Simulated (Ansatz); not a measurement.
A run of Ansatz 0.2.0 is set up as follows.

Contents of input:

```
crystal:
  lattice:
    - [-2.3713723045, 2.3713723045, 1.3292653899]
    - [2.3713723045, -2.3713723045, 1.3292653899]
    - [2.3713723045, 2.3713723045, -1.3292653899]
  atoms:
    - { symbol: Si, position: [0.5, 0.5, 0.0] }
    - { symbol: Si, position: [0.25, 0.75, 0.5] }
hamiltonian:
  xc: { exchange: pbesol, correlation: pbesol, exx: { coeff: 0.25 } }
  pseudopotentials: { kind: paw }
kpoints:
  mp_grid: { grid: [6, 6, 6] }
scf:
  occupations: { method: fermi_dirac, width: 0.05 }
output:
  forces: true
  stress: true
  eigenvalues: true
  write_density: true
  write_potential: true
  elf: true
  volumetric_format: npy
relax:
  f_tol: 0.01
  max_steps: 40
  cell: { stress_tol: 0.05 }
```

**Question.** What does it give for the band gap on the k mesh?

**Answer.** None (metal or under the smearing width).

**Question.** Predict the relaxed volume.

**Answer.** 14.76 Å³/atom.

The path:
```
step  energy change (eV)  largest force (eV/Å)  volume (Å³)
   1              0.0000                0.0000        29.90
   2             -0.0461                0.0000        29.53
   3             -0.0620                0.0000        29.94
   4             -0.0930                0.0000        29.65
   5             -0.0998                0.0000        29.19
   6             -0.1014                0.0000        29.57
   7             -0.1015                0.0000        29.52
   8             -0.1016                0.0000        29.52
```

Caveat: the k mesh is coarse (spacing up to 0.45 Å⁻¹), so the values aren't converged, least of all with exact exchange; the plane-wave basis is chosen anew once the cell has moved, so the energies of steps on either side of that aren't comparable; the PAW data sets come from PBE, with cores solved anew for the run's functional, which leaves a small shift of forces and pressure.
